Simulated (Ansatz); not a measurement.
# HfSiO4: the cost of one run

Program: Ansatz 0.2.0. Level of theory: DFT PBEsol, scalar-relativistic, plane waves, PAW. These are calculated values, not measurements.

3 further runs of the same task are left out: 3 set aside as unsound or not needed. Runs told in other sessions of the task aren't counted.

### 1 The system as given

The cell holds 36 atoms (Hf6O23SSi6): a = 6.582 Å, b = 6.582 Å, c = 10.087 Å, α = 109.04°, β = 109.04°, γ = 90.00°.

The coordinates of this cell stand in the input of its own run.

The host was relaxed before at PBEsol: a = 6.582 Å, b = 6.582 Å, c = 5.966 Å, α = 90.00°, β = 90.00°, γ = 90.00° (conventional cell), 10.770 Å³/atom.

Places, in fractions of the supercell: S in place of O at (0.412, 0.227, 0.455). The start keeps the symmetry of the ideal site.

### 2 Band edges of the host over the zone

input.yaml reads:

```yaml
crystal:
  lattice:
    - [-3.2910116945, 3.2910116945, 2.9830669716]
    - [3.2910116945, -3.2910116945, 2.9830669716]
    - [3.2910116945, 3.2910116945, -2.9830669716]
  atoms:
    - { symbol: Hf, position: [0.0, 0.0, 0.0] }
    - { symbol: Hf, position: [0.75, 0.25, 0.5] }
    - { symbol: Si, position: [0.25, 0.75, 0.5] }
    - { symbol: Si, position: [0.5, 0.5, 0.0] }
    - { symbol: O, position: [0.133333403, 0.3181250468, 0.8152083562] }
    - { symbol: O, position: [0.0681250468, 0.7529166906, 0.6847916438] }
    - { symbol: O, position: [0.0681250468, 0.383333403, 0.3152083562] }
    - { symbol: O, position: [0.5029166906, 0.3181250468, 0.1847916438] }
    - { symbol: O, position: [0.6818749532, 0.4970833094, 0.8152083562] }
    - { symbol: O, position: [0.616666597, 0.9318749532, 0.6847916438] }
    - { symbol: O, position: [0.2470833094, 0.9318749532, 0.3152083562] }
    - { symbol: O, position: [0.6818749532, 0.866666597, 0.1847916438] }
basis:
  ecutwfc: 420
  xc_grid: 2
kpoints:
  mp_grid: { grid: [6, 6, 6] }
  band_path: { path: [VBM, CBM], npoints: 2 }
hamiltonian:
  xc: pbesol
scf:
  occupations: { method: gaussian, width: 0.02 }
output:
  forces: true
  stress: true
  eigenvalues: true
```

Started as:

```
ansatz run input.yaml --threads 8 --pin off --max-ram 16384MiB --backend cpu --events-out ev --progress --plain --runs-dir out
```

Q: Estimate wall time and peak memory on 8 threads of Arm Neoverse V1, shared host.

About 18 s, with a peak of 0.79 GiB.
